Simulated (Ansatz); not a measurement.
A run of Ansatz 0.2.0 is set up as follows.

File input.yaml:

```yaml
crystal:
  lattice:
    - [1.397149, -2.600516, 0.0]
    - [1.397149, 2.600516, 0.0]
    - [0.0, 0.0, 2.698231]
  atoms:
    - { symbol: Ge, position: [0.5, 0.5, 0.0] }
hamiltonian:
  xc: pbesol
  pseudopotentials: { kind: paw }
kpoints:
  mp_grid: { grid: [11, 11, 10] }
  band_path:
    path:
      - [[0.0, 0.0, 0.0], [0.3221616403, 0.3221616403, 0.0], [0.0, 0.5, 0.0], [0.0, 0.5, 0.5], [0.3221616403, 0.3221616403, 0.5], [0.0, 0.0, 0.5], [0.0, 0.0, 0.0], [-0.5, 0.5, 0.0], [-0.3221616403, 0.6778383597, 0.0], [-0.3221616403, 0.6778383597, 0.5], [-0.5, 0.5, 0.5], [-0.5, 0.5, 0.0]]
      - [[0.0, 0.0, 0.5], [-0.5, 0.5, 0.5]]
    npoints: 14
scf:
  occupations: { method: fermi_dirac, width: 0.05 }
  n_extra_bands: 6
output:
  forces: true
  stress: true
  eigenvalues: true
  fatbands: false
  write_density: true
  write_potential: true
  elf: true
  volumetric_format: npy
```

Potentials or basis: Ansatz PAW.

Command:

```sh
$ ansatz run input.yaml --threads 2 --pin off --max-ram 5632MiB --backend cpu --events-out ev --progress --plain --runs-dir out
```

Problem. Predict the band gap on the k mesh.

Solution. None (metal or under the smearing width).

Problem. Estimate the pressure.

Solution. -4.1 GPa.

Stress tensor (GPa, compression positive):
```
-2.69  0.00  0.00
 0.00 -5.82  0.00
 0.00  0.00 -3.67
```

Caveat: the PAW data sets come from PBE, with cores solved anew for the run's functional, which leaves a small shift of forces and pressure.
